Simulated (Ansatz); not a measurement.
**Cu: energy and pressure over a range of volumes, part 1 of 2**

Aim: scale the cell of Cu up and down at fixed shape and fractional positions, and get the equilibrium volume and bulk modulus with LAPW, PAW and all-electron datasets made for the crystal.

This is Cu in the bcc structure; at room conditions it is fcc.

Method: DFT PBE, scalar-relativistic, in Ansatz 0.2.0.

### 1 The starting structure

The structure is cubic, space group Im-3m (No. 229). Conventional cell: a = 2.885 Å, b = 2.885 Å, c = 2.885 Å, α = 90.00°, β = 90.00°, γ = 90.00°. Cu (site symmetry m-3m) has 8 Cu at 2.50 Å as nearest neighbours.

Coordinates:

```cif
data_structure
_symmetry_space_group_name_H-M 'Im-3m'
_symmetry_Int_Tables_number 229
_cell_length_a 2.8852
_cell_length_b 2.8852
_cell_length_c 2.8852
_cell_angle_alpha 90.000
_cell_angle_beta 90.000
_cell_angle_gamma 90.000
_cell_volume 24.02
loop_
_atom_site_label
_atom_site_type_symbol
_atom_site_symmetry_multiplicity
_atom_site_Wyckoff_symbol
_atom_site_fract_x
_atom_site_fract_y
_atom_site_fract_z
_atom_site_occupancy
Cu1 Cu 2 a 0.00000 0.00000 0.00000 1
```

The file gives the conventional cell by its symmetry; the runs use the cell typed in the input.

The cell was relaxed by PAW from a hypothetical start (bcc type); it needn't be the stable phase of this composition.

### 2 Volume × 0.9405, LAPW

input.yaml reads:

```yaml
crystal:
  lattice:
    - [-1.4134162538, 1.4134162538, 1.4134162538]
    - [1.4134162538, -1.4134162538, 1.4134162538]
    - [1.4134162538, 1.4134162538, -1.4134162538]
  atoms:
    - { symbol: Cu, position: [0.0, 0.0, 0.0] }
kpoints:
  mp_grid: { grid: [16, 16, 16] }
scf:
  occupations: { method: fermi_dirac, width: 0.08 }
hamiltonian:
  xc: pbe
  pseudopotentials: { kind: all_electron, lapw: { basis_error: 0.00025 } }
output:
  forces: true
  stress: true
  eigenvalues: true
```

Launch:

```bash
$ ansatz run input.yaml --threads 1 --pin off --max-ram 2048MiB --backend cpu --events-out ev --progress --plain --runs-dir out
```

The log of the run (excerpt; [...] marks lines left out):

```text
LAPW: plane waves up to 9.936 Å⁻¹, error target 2.5e-4 eV per atom; small_component_spin mean_spin; Cu in spheres of 1.224 Å, 19 of its electrons in bands, Dirac shells []
[...]
Pseudopotentials: kind: all_electron
Pseudopotential: Cu, LAPW, valence charge 19, Koelling and Harmon's equation, gaussian nucleus
Functional definition: PBE
[...]
Crystal: 1 atoms, lattice volume = 11.295 Å³
Basis set: ecut = 376.16458196509615 eV, 177 PW (Γ), exchange–correlation at level 2
Bands: 14, of which v1, the nominal top of the filled ones, is band 10 counted from 1 (9 counted from 0)
Symmetry: 48 space group operations
Space group: Im-3m (ITA 229), of the structure as read, at distance tolerance 2.2e-5 Å
k-points: 145 of 4096
[...]
SCF iter   1: F=—  HF=-45035.129004 eV  |F-HF|=—  |Δ(HF+E_count)|=         —  Δρ=5.62e-2  dr2=1.80e-1  ethr=9.47e-4  ⟨swp⟩=2.3  Hψ=14280  notcnv=0
[...]
SCF iter   7: F=-45034.235528 eV  HF=-45034.235528 eV  |F-HF|=2.48e-9  |Δ(HF+E_count)|=   8.03e-9  Δρ=2.14e-6  dr2=2.50e-10  ethr=4.84e-11  ⟨swp⟩=3.0  Hψ=6206  notcnv=0
[...]
SCF converged after 7 iterations
Free energy (F): -45034.235528 eV
[...]
E sigma→0 (E₀):  -45034.230758 eV
Entropy (-TS):   -0.009540 eV (-9.540 meV/atom)
Fermi energy:    17.616303 eV
[...]
--- Forces (eV/Å), atoms counted from 1 ---
  atom   1  Cu     0.00000000     0.00000000     0.00000000
[...]
--- Stress (GPa, compression-positive) ---
        9.879754      -0.000000       0.000000
       -0.000000       9.879754      -0.000000
        0.000000      -0.000000       9.879754
  P = ⅓ Tr σ = 9.8798 GPa (98.798 kbar)
--- Band table (eV; the first three rows and the last of 145) ---
  k-point 0: bands = ["-95.1110", "-52.4105", "-52.4105", "-52.4105", "7.8351", "14.3565", "14.3565", "14.3565", "15.4494", "15.4494", "43.0957", "43.0957", "43.0957", "47.0556"]
[...]
```

Run time: 10 s. Hardware: 1 thread of Intel Xeon Platinum 8488C (Sapphire Rapids), shared host; peak memory 0.42 GiB.

In short: pressure 9.88 GPa; no gap.

### 3 Volume × 0.9405, PAW

input.yaml, as its differences from that of step 2:

```diff
@@ -13,3 +13,3 @@
   xc: pbe
-  pseudopotentials: { kind: all_electron, lapw: { basis_error: 0.00025 } }
+  pseudopotentials: { kind: paw }
 output:
@@ -18 +18,2 @@
   eigenvalues: true
+  efg: { contact_densities: true }
```

Launch:

```bash
$ ansatz run input.yaml --threads 1 --pin off --max-ram 2048MiB --backend cpu --events-out ev --progress --plain --runs-dir out
```

The log of the run (excerpt; [...] marks lines left out):

```text
[...]
Pseudopotentials: kind: paw
Pseudopotential: Cu, paw, valence charge 19, recommended cutoff 420 eV (normal)
[... 1 set-up line as earlier in the session ...]
[...]
Crystal: 1 atoms, lattice volume = 11.295 Å³
Basis set: ecut = 420 eV, 225 PW (Γ), exchange–correlation on 36×36×36 points (8 copies of the dense FFT grid, shifted against one another)
Bands: 14, of which v1, the nominal top of the filled ones, is band 10 counted from 1 (9 counted from 0)
[... 2 set-up lines as earlier in the session ...]
k-points: 145 of 4096
[...]
SCF iter   1: F=—  HF=-6625.116991 eV  |F-HF|=—  |Δ(HF+E_count)|=         —  Δρ=1.11e-3  dr2=3.44e-5  ethr=1.77e-3  ⟨swp⟩=5.5  Hψ=10228  notcnv=0
[...]
SCF iter   6: F=-6625.117152 eV  HF=-6625.117152 eV  |F-HF|=2.73e-12  |Δ(HF+E_count)|=  4.82e-11  Δρ=1.16e-7  dr2=4.10e-13  ethr=1.48e-12  ⟨swp⟩=1.8  Hψ=6446  notcnv=0
[...]
SCF converged after 6 iterations
Free energy (F): -6625.117152 eV
[...]
E sigma→0 (E₀):  -6625.112385 eV
Entropy (-TS):   -0.009535 eV (-9.535 meV/atom)
Fermi energy:    17.785058 eV
[...]
--- Forces (eV/Å), atoms counted from 1 ---
  atom   1  Cu    -0.00000000     0.00000000    -0.00000000
[...]
--- Stress (GPa, compression-positive) ---
        9.873833       0.000000      -0.000000
       -0.000000       9.873833      -0.000000
        0.000000      -0.000000       9.873833
  P = ⅓ Tr σ = 9.8738 GPa (98.738 kbar)
--- PAW observables at the nuclei: V_zz in 10²¹ V/m², potentials from the cell's mean, atoms counted from 1 ---
  atom   1  Cu V_zz =    -0.000000   η = 0.0000   by run symmetry: forbidden
            electrostatic potential = -3762.730290 V   contact ρ = 147563.394021 e/Å³
--- Band table (eV; the first three rows and the last of 145) ---
  k-point 0: bands = ["-94.9451", "-52.2424", "-52.2424", "-52.2424", "7.9993", "14.5223", "14.5223", "14.5223", "15.6159", "15.6159", "43.2668", "43.2668", "43.2668", "46.9104"]
[...]
```

Run time: 2.9 s. Hardware: 1 thread of Intel Xeon Platinum 8488C (Sapphire Rapids), shared host; peak memory 0.45 GiB.

In short: pressure 9.87 GPa; no gap.

### 4 Volume × 0.9405, crystal datasets

input.yaml, as its differences from that of step 3:

```diff
@@ -13,3 +13,3 @@
   xc: pbe
-  pseudopotentials: { kind: paw }
+  pseudopotentials: { kind: all_electron, datasets: crystal }
 output:
```

Launch:

```bash
$ ansatz run input.yaml --threads 1 --pin off --max-ram 2048MiB --backend cpu --events-out ev --progress --plain --runs-dir out
```

The log of the run (excerpt; [...] marks lines left out):

```text
[...]
[... 1 set-up line as earlier in the session ...]
Pseudopotential: Cu, paw, valence charge 19, recommended cutoff 340 eV (normal), Koelling and Harmon's equation, gaussian nucleus
[... 1 set-up line as earlier in the session ...]
[...]
Crystal: 1 atoms, lattice volume = 11.295 Å³
Basis set: ecut = 340 eV, 177 PW (Γ), exchange–correlation on 30×30×30 points (8 copies of the dense FFT grid, shifted against one another)
Bands: 10, of which v1, the nominal top of the filled ones, is band 6 counted from 1 (5 counted from 0)
[... 2 set-up lines as earlier in the session ...]
k-points: 145 of 4096
[...]
SCF iter   1: F=—  HF=-45035.113789 eV  |F-HF|=—  |Δ(HF+E_count)|=         —  Δρ=2.00e-1  dr2=3.41e0  ethr=3.08e-2  ⟨swp⟩=2.0  Hψ=8426  notcnv=0
[...]
Fermi energy:    17.616235 eV
[...]
  The terms above E_closure are by the made datasets' own strengths, without shells solved beside the bands.
--- Forces (eV/Å), atoms counted from 1 ---
  atom   1  Cu    -0.00000000    -0.00000000     0.00000000
[...]
--- Stress (GPa, compression-positive) ---
        9.881883       0.000000       0.000000
        0.000000       9.881883      -0.000000
        0.000000      -0.000000       9.881883
  P = ⅓ Tr σ = 9.8819 GPa (98.819 kbar)
  It holds what live shells' own plane waves past their cutoff add
--- PAW observables at the nuclei: V_zz in 10²¹ V/m², potentials from the cell's mean, atoms counted from 1 ---
  atom   1  Cu V_zz =    -0.000000   η = 0.0000   by run symmetry: forbidden
            electrostatic potential = -3762.604416 V   contact ρ = 147635.137580 e/Å³
--- Band table (eV; the first three rows and the last of 145) ---
  k-point 0: bands = ["7.8351", "14.3564", "14.3564", "14.3564", "15.4493", "15.4493", "43.0956", "43.0956"]
[...]
```

Wall time 6 s (1 thread of Intel Xeon Platinum 8488C (Sapphire Rapids), shared host); peak memory 0.48 GiB.

Read from it: pressure 9.88 GPa; no gap.

### 5 Volume × 0.98, LAPW

input.yaml reads:

```yaml
crystal:
  lattice:
    - [-1.4329328528, 1.4329328528, 1.4329328528]
    - [1.4329328528, -1.4329328528, 1.4329328528]
    - [1.4329328528, 1.4329328528, -1.4329328528]
  atoms:
    - { symbol: Cu, position: [0.0, 0.0, 0.0] }
kpoints:
  mp_grid: { grid: [16, 16, 16] }
scf:
  occupations: { method: fermi_dirac, width: 0.08 }
hamiltonian:
  xc: pbe
  pseudopotentials: { kind: all_electron, lapw: { basis_error: 0.00025 } }
output:
  forces: true
  stress: true
  eigenvalues: true
```

Launch:

```bash
$ ansatz run input.yaml --threads 1 --pin off --max-ram 2048MiB --backend cpu --events-out ev --progress --plain --runs-dir out
```

The log of the run (excerpt; [...] marks lines left out):

```text
LAPW: plane waves up to 9.781 Å⁻¹, error target 2.5e-4 eV per atom; small_component_spin mean_spin; Cu in spheres of 1.241 Å, 19 of its electrons in bands, Dirac shells []
[...]
[... 3 set-up lines as earlier in the session ...]
[...]
Crystal: 1 atoms, lattice volume = 11.769 Å³
Basis set: ecut = 364.50332736712215 eV, 177 PW (Γ), exchange–correlation at level 2
Bands: 14, of which v1, the nominal top of the filled ones, is band 10 counted from 1 (9 counted from 0)
[... 1 set-up line as earlier in the session ...]
Space group: Im-3m (ITA 229), of the structure as read, at distance tolerance 2.3e-5 Å
k-points: 145 of 4096
[...]
SCF iter   1: F=—  HF=-45035.133878 eV  |F-HF|=—  |Δ(HF+E_count)|=         —  Δρ=5.35e-2  dr2=1.75e-1  ethr=9.20e-4  ⟨swp⟩=2.3  Hψ=14321  notcnv=0
[...]
SCF iter   7: F=-45034.254014 eV  HF=-45034.254014 eV  |F-HF|=5.96e-9  |Δ(HF+E_count)|=   1.07e-8  Δρ=2.38e-6  dr2=3.74e-10  ethr=4.29e-11  ⟨swp⟩=3.1  Hψ=6281  notcnv=0
[...]
SCF converged after 7 iterations
Free energy (F): -45034.254014 eV
[...]
E sigma→0 (E₀):  -45034.249123 eV
Entropy (-TS):   -0.009782 eV (-9.782 meV/atom)
Fermi energy:    16.705754 eV
[...]
--- Forces (eV/Å), atoms counted from 1 ---
  atom   1  Cu     0.00000000     0.00000000     0.00000000
[...]
--- Stress (GPa, compression-positive) ---
        2.890406       0.000000       0.000000
        0.000000       2.890406       0.000000
        0.000000       0.000000       2.890406
  P = ⅓ Tr σ = 2.8904 GPa (28.904 kbar)
--- Band table (eV; the first three rows and the last of 145) ---
  k-point 0: bands = ["-95.9066", "-53.2173", "-53.2173", "-53.2173", "7.2560", "13.5900", "13.5900", "13.5900", "14.6188", "14.6188", "41.7925", "41.7925", "41.7925", "45.1639"]
[...]
```

It took 9.2 s on 1 thread of Intel Xeon Platinum 8488C (Sapphire Rapids), shared host; peak memory 0.42 GiB.

This run gives: pressure 2.89 GPa; no gap.

### 6 Volume × 0.98, PAW

input.yaml, as its differences from that of step 5:

```diff
@@ -13,3 +13,3 @@
   xc: pbe
-  pseudopotentials: { kind: all_electron, lapw: { basis_error: 0.00025 } }
+  pseudopotentials: { kind: paw }
 output:
@@ -18 +18,6 @@
   eigenvalues: true
+  efg: { contact_densities: true }
+  write_density: true
+  write_potential: true
+  elf: true
+  volumetric_format: npy
```

Launch:

```bash
$ ansatz run input.yaml --threads 1 --pin off --max-ram 2048MiB --backend cpu --events-out ev --progress --plain --runs-dir out
```

The log of the run (excerpt; [...] marks lines left out):

```text
[...]
[... 3 set-up lines as earlier in the session ...]
[...]
Crystal: 1 atoms, lattice volume = 11.769 Å³
Basis set: ecut = 420 eV, 225 PW (Γ), exchange–correlation on 36×36×36 points (8 copies of the dense FFT grid, shifted against one another)
Bands: 14, of which v1, the nominal top of the filled ones, is band 10 counted from 1 (9 counted from 0)
[... 2 set-up lines as earlier in the session ...]
k-points: 145 of 4096
[...]
SCF iter   1: F=—  HF=-6625.135513 eV  |F-HF|=—  |Δ(HF+E_count)|=         —  Δρ=1.15e-3  dr2=5.11e-5  ethr=1.77e-3  ⟨swp⟩=5.4  Hψ=10178  notcnv=0
[...]
SCF iter   6: F=-6625.135651 eV  HF=-6625.135651 eV  |F-HF|=5.28e-11  |Δ(HF+E_count)|=   6.56e-9  Δρ=8.13e-7  dr2=1.35e-11  ethr=9.03e-12  ⟨swp⟩=5.0  Hψ=10129  notcnv=0
[...]
SCF converged after 6 iterations
Free energy (F): -6625.135651 eV
[...]
E sigma→0 (E₀):  -6625.130762 eV
Entropy (-TS):   -0.009778 eV (-9.778 meV/atom)
Fermi energy:    16.865899 eV
[...]
--- Forces (eV/Å), atoms counted from 1 ---
  atom   1  Cu    -0.00000000     0.00000000     0.00000000
[...]
--- Stress (GPa, compression-positive) ---
        2.898524       0.000000       0.000000
       -0.000000       2.898524       0.000000
       -0.000000      -0.000000       2.898524
  P = ⅓ Tr σ = 2.8985 GPa (28.985 kbar)
--- PAW observables at the nuclei: V_zz in 10²¹ V/m², potentials from the cell's mean, atoms counted from 1 ---
  atom   1  Cu V_zz =    -0.000000   η = 0.0000   by run symmetry: forbidden
            electrostatic potential = -3761.892807 V   contact ρ = 147562.005484 e/Å³
--- Band table (eV; the first three rows and the last of 145) ---
  k-point 0: bands = ["-95.7492", "-53.0578", "-53.0578", "-53.0578", "7.4121", "13.7476", "13.7476", "13.7476", "14.7769", "14.7769", "41.9556", "41.9556", "41.9556", "45.0465"]
[...]
```

Run time: 3.2 s. Hardware: 1 thread of Intel Xeon Platinum 8488C (Sapphire Rapids), shared host; peak memory 0.46 GiB.

In short: pressure 2.90 GPa; no gap.

(Continued in part 2 of 2.)
